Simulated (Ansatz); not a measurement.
# 2H-MoTe2 monolayer in a perpendicular field, part 3 of 3

Aim: how the 2H-MoTe2 monolayer screens a field along its normal, and what the field does to its bands. A positive field points along +c.

Ansatz 0.2.0; plane-wave DFT, PBE-D4, Ansatz PAW.

So far, gap along the path (eV): 1.19 in steps 3, 5, 6, 7 and 8.

**9. Response, atoms held**

This step: plane-wave DFT, PBE-D4, Ansatz PAW; response to a field along the normal, atoms held (Ansatz 0.2.0).

The dipoles give the slope, and the difference of two potentials shows where the field is screened.

Numbers from this step:

- equivalent conductor thickness p/(ε₀AE): 6.327 Å
- distance between the outer atoms: 3.630 Å

Dipole of the cell against applied field:

```
applied field (V/Å)  dipole of the cell (e·Å)
             -0.250                   -0.0929
             -0.030                   -0.0111
              0.000                         0
              0.030                    0.0111
              0.150                    0.0557
              0.250                    0.0929
```

Local field over the applied field, running mean. From the potentials at -0.03 and 0.03 V/Å; running mean over 2.5 Å. Local field over applied field against z:

```
z (Å)  local field over applied field
 4.04                           0.999
 4.47                           0.997
 4.76                           0.994
 5.19                           0.985
 5.48                           0.975
 5.91                           0.943
 6.20                           0.907
 6.63                           0.818
 6.92                           0.735
 7.35                           0.593
 7.64                           0.493
 8.08                           0.345
 8.36                           0.253
 8.80                           0.139
 9.23                          0.0713
 9.52                          0.0512
 9.95                          0.0383
10.24                          0.0342
10.67                          0.0304
10.96                          0.0303
11.39                          0.0342
11.68                          0.0383
12.11                          0.0511
12.40                          0.0713
12.83                           0.138
13.27                           0.252
13.55                           0.345
13.99                           0.493
14.28                           0.592
14.71                           0.735
15.00                           0.818
15.43                           0.907
15.72                           0.943
16.15                           0.974
16.44                           0.985
16.87                           0.994
17.16                           0.997
17.59                           0.999
```

Electrons, planar mean, per unit field. Induced electron density against z:

```
z (Å)  induced electron density (e/Å³ per V/Å)
  4.5                                   1.6e-5
  5.0                                   4.7e-5
  5.5                                   1.3e-4
  6.0                                   3.3e-4
  6.5                                   8.1e-4
  7.0                                  0.00181
  7.5                                  0.00315
  8.0                                  0.00290
  8.5                                   8.4e-4
  9.0                                   6.7e-4
  9.5                                   3.3e-4
 10.0                                  -4.4e-4
 10.5                                  -2.5e-4
 11.0                                   1.6e-4
 11.5                                   5.1e-4
 12.0                                  -2.3e-4
 12.5                                  -5.0e-4
 13.0                                  -7.9e-4
 13.5                                 -0.00233
 14.0                                 -0.00336
 14.5                                 -0.00216
 15.0                                 -0.00101
 15.5                                  -4.2e-4
 16.0                                  -1.6e-4
 16.5                                  -6.1e-5
 17.0                                  -2.1e-5
 17.5                                  -7.3e-6
```

The smaller of the gaps on the path and on the k-mesh, counted as 0 under 0.03 eV. The gap stays at 1.19 eV for applied field from -0.25 to 0.25 V/Å.

By hand: between -0.03 and 0.03 V/Å the dipole changes by 0.02230 e·Å, a slope of 0.3716 e·Å²/V. A perfect conductor of thickness t has p = ε₀AEt, so t = 180.95 × 0.3716 / 10.627 = 6.33 Å (e/ε₀ = 180.95 V·Å, A in Å²).

The induced dipole is that of a conductor 6.33 Å thick.

**10. Varying the input**

This step: plane-wave DFT, PBE-D4, Ansatz PAW (Ansatz 0.2.0).

An input spoilt on purpose, to show how the run answers: it repeats the earlier run at 0.03 V/Å with efield.ramp_width from 0.06 to 0.9, and scf.max_iter set to 100.

input.yaml

```yaml
crystal:
  lattice:
    - [3.502931615, 0.0, 0.0]
    - [-1.7514658075, 3.0336277663, 0.0]
    - [0.0, 0.0, 21.6296998526]
  atoms:
    - { symbol: Te, position: [0.3333333333, 0.6666666667, 0.4160945395] }
    - { symbol: Mo, position: [0.0, 0.0, 0.5] }
    - { symbol: Te, position: [0.3333333333, 0.6666666667, 0.5839054605] }
kpoints:
  mp_grid: { grid: [18, 18, 1] }
  band_path:
    path: [[0, 0, 0], [0.5, 0, 0], [0.33333333, 0.33333333, 0], [0, 0, 0]]
    npoints: 16
hamiltonian:
  xc: pbe
  dispersion: d4
scf:
  occupations: { method: fermi_dirac, width: 0.05 }
  convergence: { dr2_threshold: 1.0e-10 }
  max_iter: 100
efield:
  axis: 3
  dipole_correction: true
  ramp_position: 0.97
  ramp_width: 0.9
  amplitude: 0.03
output:
  write_potential: true
  write_density: true
  volumetric_format: npy
```

Launch:

```
ansatz run input.yaml --threads 2 --pin off --max-ram 3072MiB --backend cpu --events-out ev --progress --plain --runs-dir out
```

Numbers of over 12 decimals in the logs are rounded to 6 here.

The log of the run:

```text
Engine: ansatz 0.2.0, aarch64-unknown-linux-gnu
Pseudopotentials: kind: paw
Pseudopotential: Te, paw, valence charge 16, recommended cutoff 420 eV (normal), Te.paw.azcp
Pseudopotential: Mo, paw, valence charge 14, recommended cutoff 420 eV (normal), Mo.paw.azcp
Functional definition: PBE
  parameter kappa = 0.804
  parameter beta = 0.066725
  exchange = pbe_x(kappa = kappa, mu = beta*pi^2/3)
  correlation = pbe_c(beta = beta)
Crystal: 3 atoms, lattice volume = 229.850 Å³
Basis set: ecut = 420 eV, 4471 PW (Γ)
Bands: 28, of which v1, the nominal top of the filled ones, is band 23 counted from 1 (22 counted from 0)
Symmetry: 6 space group operations
k-points: 37 of 324 (time reversal used)
Non-local potential: Te, projectors of the file, l = 0: 2, l = 1: 2, l = 2: 2, l = 3: 2
Non-local potential: Mo, projectors of the file, l = 0: 3, l = 1: 2, l = 2: 2, l = 3: 1
PAW form: soft (Blöchl's): semilocal exchange-correlation on the pseudo side does not see the compensation charge
PAW one-centre angular grid: Te, 590 points (default); XC on 64 Gauss nodes
PAW one-centre angular grid: Mo, 590 points (default); XC on 64 Gauss nodes
Initial density: superposition of atomic densities (neutral atoms: chi_scale 0, normalization atom, screened)
Initial wavefunctions: pseudopotential atomic-orbital guess
Functional: x = pbe(κ = 0.804, μ = 0.219515), c = pbe(β = 0.066725)
Error: efield: ion 0 (Te) at fractional coordinate 0.4161 along the field axis lies inside the sawtooth ramp with 2 of the planes that the density is read on at each end, [0.9567, 0.8833] — the ramp must sit in vacuum (an ion there feels the fictitious reversed slope); set or move the ramp (efield.ramp_position / ramp_width) or move the geometry
```

It took 0.68 s on 2 threads of Arm Neoverse N1, shared host; peak memory 0.32 GiB.

The input was rejected at the start.

The program's message: “Error: efield: ion 0 (Te) at fractional coordinate 0.4161 along the field axis lies inside the sawtooth ramp with 2 of the planes that the density is read on at each end, [0.9567, 0.8833] — the ramp m …”

The fault put into the input: a ramp so wide that it reaches the atoms.

**11. Varying the input: efield.ramp_width = 0.15 and efield.amplitude = -0.05**

Another changed input: it repeats the earlier run at 0.03 V/Å with efield.ramp_width from 0.06 to 0.15 and efield.amplitude from 0.03 to -0.05.

Changes to input.yaml since step 10:

```diff
@@ -20,3 +20,2 @@
   convergence: { dr2_threshold: 1.0e-10 }
-  max_iter: 100
 efield:
@@ -25,4 +24,4 @@
   ramp_position: 0.97
-  ramp_width: 0.9
-  amplitude: 0.03
+  ramp_width: 0.15
+  amplitude: -0.05
 output:
```

The log of the run:

```text
[...]
Crystal: 3 atoms, lattice volume = 229.850 Å³
Basis set: ecut = 420 eV, 4471 PW (Γ)
Bands: 28, of which v1, the nominal top of the filled ones, is band 23 counted from 1 (22 counted from 0)
Symmetry: 6 space group operations
k-points: 37 of 324 (time reversal used)
[...]
SCF iter   1: F=—  HF=-18918.689297 eV  |F-HF|=—  |Δ(HF+E_count)|=         —  Δρ=2.79e-2  dr2=2.42e0  ethr=3.10e-3  p=-0.019 e·Å  D=-1.47e-2 V/Å  ΔV_dip=0.32 eV  dr2_dipole=7.76e-6  V_vac-E_F(+/−)=4.65/5.23 eV  ⟨swp⟩=11.0  Hψ=5684  notcnv=0
[...]
SCF iter  12: F=-18918.032223 eV  HF=-18918.032223 eV  |F-HF|=6.91e-11  |Δ(HF+E_count)|=  3.42e-10  Δρ=1.87e-7  dr2=9.83e-11  ethr=1.00e-12  p=-0.019 e·Å  D=-1.46e-2 V/Å  ΔV_dip=0.32 eV  dr2_dipole=3.40e-15  V_vac-E_F(+/−)=3.90/4.48 eV  ⟨swp⟩=4.0  Hψ=3886  notcnv=0
SCF 1 converged in 12 iterations: F = -18918.032223 eV  dr2 = 9.83e-11
[...]
SCF converged after 12 iterations
Free energy (F): -18918.032223 eV
[...]
Internal energy: -18918.032223 eV  (E = F + TS)
E sigma→0 (E₀):  -18918.032223 eV
Entropy (-TS):   -0.000001 eV (-0.000 meV/atom)
Fermi energy:    1.375513 eV
Dipole field:    D = -0.014628 V/Å  (p = -0.018581 e·Å, saw-weighted, corrected)
Work function:   not extracted (applied field tilts the vacuum); planar V_es + V_field profile in the machine report
[...]
--- Band table (eV; the first three rows and the last of 37) ---
  k-point 0: bands = [... 19 lower, -0.8036, -0.0236, -0.0236, 0.2214, 4.0029, 4.0029, 4.2795, 4.2795, ... 1 higher]
  k-point 1: bands = [... 19 lower, -0.7667, -0.0833, 0.0110, 0.2225, 3.7958, 3.9771, 4.0393, 4.1790, ... 1 higher]
  k-point 2: bands = [... 19 lower, -0.6589, -0.2462, 0.0446, 0.2142, 3.3659, 3.3782, 3.9151, 4.1330, ... 1 higher]
  k-point 36: bands = [... 19 lower, -2.2370, -2.1324, -1.0012, 0.7991, 1.9885, 2.6194, 3.4091, 4.9706, ... 1 higher]
```

The job ended after 39 s (2 threads; peak memory 0.55 GiB; 76 s of CPU time).

This step gave:

| Item | Value |
| --- | --- |
| dipole along the normal | -0.01858 e·Å |

Electronic bands along the path, in eV, zero at the Fermi level of the run, which the smearing sets inside the gap:

```
  point  band 20  band 21  band 22  band 23  band 24  band 25  band 26  band 27
      Γ    -2.18    -1.40    -1.40    -1.15     2.63     2.63     2.90     2.90
halfway    -2.23    -1.79    -1.53    -1.42     0.91     1.66     1.69     3.02
      M    -2.85    -2.30    -1.36    -0.79     0.93     1.22     2.74     3.15
halfway    -3.29    -2.69    -2.27    -0.76     0.89     1.51     1.84     3.16
      K    -3.61    -3.51    -2.38    -0.58     0.61     1.24     2.03     3.60
halfway    -3.09    -2.06    -1.43    -1.14     0.71     1.31     1.43     2.91
      Γ    -2.18    -1.40    -1.40    -1.15     2.63     2.63     2.90     2.90
```

```
                               quantity  this run  earlier run  difference
          dipole along the normal (e·Å)  -0.01858      0.01115      -0.030
                gap along the path (eV)     1.189        1.189      1.0e-6
smallest direct gap along the path (eV)     1.189        1.189      1.0e-6
```

The applied field differs, and the slope found earlier predicts a dipole of -0.0186 e·Å; this run gives -0.0186 e·Å, in line with it.

**12. Summary of results**

| Item | Value |
| --- | --- |
| gap without field | 1.19 eV |
| ionisation energy, upper face | 4.83 eV |
| electron affinity, upper face | 3.64 eV |
| equivalent conductor thickness, atoms held | 6.33 Å |

What this shows: The induced dipole equals that of a perfect conductor 6.33 Å thick, while the outer atoms lie 3.63 Å apart; an out-of-plane ε follows only once a thickness t is chosen, by 1 − 1/ε = 6.33 Å / t. The gap stays within 0.01 eV of 1.19 eV over the fields run, up to 0.25 V/Å in size. The measured quasiparticle gap below is for a layer on a substrate, whose screening lowers it, so a free-standing Kohn-Sham gap can come near it by a cancelling of errors. Semilocal functionals give gaps that are too small, and excitons are not included. Spin-orbit coupling is left out, which matters for the bands of elements this heavy.

Comparison with the measured values:

| quantity | measured | PBE D4 |
| --- | --- | --- |
| band gap (quasiparticle gap from dI/dV spectrum, monolayer on a substrate) (eV) | 1.9 | 1.19 (-0.71 eV) |

Measured values from pmc:10562484 (2023).

**Verdict.** The band gap is off by -0.71 eV. Local and semilocal functionals usually give gaps below the measured ones. Spin-orbit coupling, left out here, can change the gap with such heavy elements. Zero-point and thermal motion shift the measured gap.

[Logs are printed without paths, hosts, clocks, repeated set-up lines and the standing remarks that a program may print on its own settings, such as how far it seeks lower states.]

[Hosts, paths, dates, database ids (printed as entryN), source tags and the programs' standing remarks are cut or masked in the printed files.]

[Maps of the electrostatic potential energy from Ansatz leave out the sawtooth potential of an applied field or a dipole correction, so their vacuum need not be flat; planar profiles and work functions include it.]
